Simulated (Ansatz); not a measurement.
# ZrN (rocksalt type): the cost of one run

Method: DFT LDA, with the methods named in each step, in Ansatz 0.2.0.

1 further run of the same task is left out (for a known fault of the program).

## Step 1: The structure to begin with

The structure is cubic, space group Fm-3m (No. 225). Conventional cell: a = 4.525 Å, b = 4.525 Å, c = 4.525 Å, α = 90.00°, β = 90.00°, γ = 90.00°. Zr (site symmetry m-3m) is surrounded by 6 N at 2.26 Å. Around N (site symmetry m-3m) lie 6 Zr at 2.26 Å.

Structure file:

```
Zr N
1.0
     0.00000    2.26226    2.26226
     2.26226    0.00000    2.26226
     2.26226    2.26226    0.00000
Zr N
1 1
Direct
  0.00000 0.00000 0.00000
  0.50000 0.50000 0.50000
```

Whether this phase is the stable one at these pressures isn't tested.

Atoms are numbered in the order of the input: Zr1, N2.

## Step 2: The reference volume, LAPW

The input, input.yaml:

```yaml
crystal:
  lattice:
    - [0.0, 2.2622642272, 2.2622642272]
    - [2.2622642272, 0.0, 2.2622642272]
    - [2.2622642272, 2.2622642272, 0.0]
  atoms:
    - { symbol: Zr, position: [0.0, 0.0, 0.0] }
    - { symbol: "N", position: [0.5, 0.5, 0.5] }
kpoints:
  mp_grid: { grid: [15, 15, 15] }
  band_path:
    path:
      - [0.0, 0.0, 0.0]
      - [0.5, 0.0, 0.5]
      - [0.625, 0.25, 0.625]
      - [0.375, 0.375, 0.75]
      - [0.0, 0.0, 0.0]
      - [0.5, 0.5, 0.5]
      - [0.5, 0.25, 0.75]
      - [0.5, 0.0, 0.5]
    npoints: 14
scf:
  occupations: { method: fermi_dirac, width: 0.08 }
hamiltonian:
  xc: lda
  pseudopotentials: { kind: all_electron, lapw: { basis_error: 0.001 } }
output:
  forces: true
  stress: true
  eigenvalues: true
  populations: true
  dos: { projected: true, de: 0.2, e_range: [-14, 8] }
```

Started as:

```bash
$ ansatz run input.yaml --threads 1 --pin off --max-ram 2048MiB --backend cpu --events-out ev --progress --plain --runs-dir out
```

**Question.** How long does this run take on 1 thread of Intel Xeon 6975P-C (Granite Rapids), shared host, and how much memory does it need?

About 13 s, with a peak of 0.44 GiB.
